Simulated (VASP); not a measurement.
VASP 6.6.1 run: MgS

INCAR

```
EDIFF = 1E-7
ENCUT = 520
SIGMA = 0.2
ISIF = 2
PREC = Accurate
NSW = 0
NELM = 59
LASPH = .TRUE.
GGA = PE
LCHARG = .FALSE.
LWAVE = .FALSE.
ISMEAR = 2
NELECT = 8.1
LREAL = .FALSE.
NBANDS = 11
IBRION = -1
```

KPOINTS

```
KPOINTS created by Atomic Simulation Environment
0
Gamma
4 4 4
0 0 0
```

POSCAR

```
Mg S
 1.0000000000000000
     0.0000000000000000    2.8308768411999998    2.9158031465000001
     2.8308768411999998    0.0000000000000000    2.9158031465000001
     2.8308768411999998    2.8308768411999998    0.0000000000000000
 Mg  S
   1   1
Cartesian
  0.0000000000000000  0.0000000000000000  0.0000000000000000
  1.4154384205999999  1.4154384205999999  1.4579015732500002
```

The recommended PBE PAW datasets give the neutral cell 8 valence electrons.

Command

```
mpirun -np 1 vasp_std
```

Q: How does this run end, and what does it give?

A: It converged. Results: pressure 1.7 GPa.

OSZICAR

```
N       E                     dE             d eps       ncg     rms          rms(c)
DAV:   1     0.269729070353E+02    0.26973E+02   -0.32280E+03   286   0.571E+02
DAV:   2    -0.628794669136E+01   -0.33261E+02   -0.31880E+02   347   0.102E+02
DAV:   3    -0.854347847658E+01   -0.22555E+01   -0.22516E+01   351   0.287E+01
DAV:   4    -0.856288305050E+01   -0.19405E-01   -0.19402E-01   361   0.318E+00
DAV:   5    -0.856312288930E+01   -0.23984E-03   -0.23984E-03   371   0.353E-01    0.442E+00
DAV:   6    -0.803415694693E+01    0.52897E+00   -0.13630E+00   313   0.432E+00    0.335E+00
DAV:   7    -0.800083885353E+01    0.33318E-01   -0.24723E-01   346   0.205E+00    0.242E+00
DAV:   8    -0.800518796986E+01   -0.43491E-02   -0.17674E-02   310   0.904E-01    0.140E+00
DAV:   9    -0.800470901342E+01    0.47896E-03   -0.12545E-03   355   0.221E-01    0.471E-01
DAV:  10    -0.800479704432E+01   -0.88031E-04   -0.32733E-04   350   0.867E-02    0.213E-02
DAV:  11    -0.800480392995E+01   -0.68856E-05   -0.21677E-05   349   0.211E-02    0.399E-02
DAV:  12    -0.800480409678E+01   -0.16683E-06   -0.25709E-06   337   0.815E-03    0.147E-02
DAV:  13    -0.800480394402E+01    0.15276E-06   -0.12055E-07   368   0.174E-03    0.122E-03
DAV:  14    -0.800480390609E+01    0.37926E-07   -0.60787E-09   212   0.416E-04
   1 F= -.80048039E+01 E0= -.80044867E+01  d E =-.126883E-02
```

The cell is charged and sits in a uniform background.

For comparison, a separate PBE run of the intended cell, on usual settings and not on those above, gives a gap of 3.28 eV on its mesh and a pressure of -0.8 GPa.
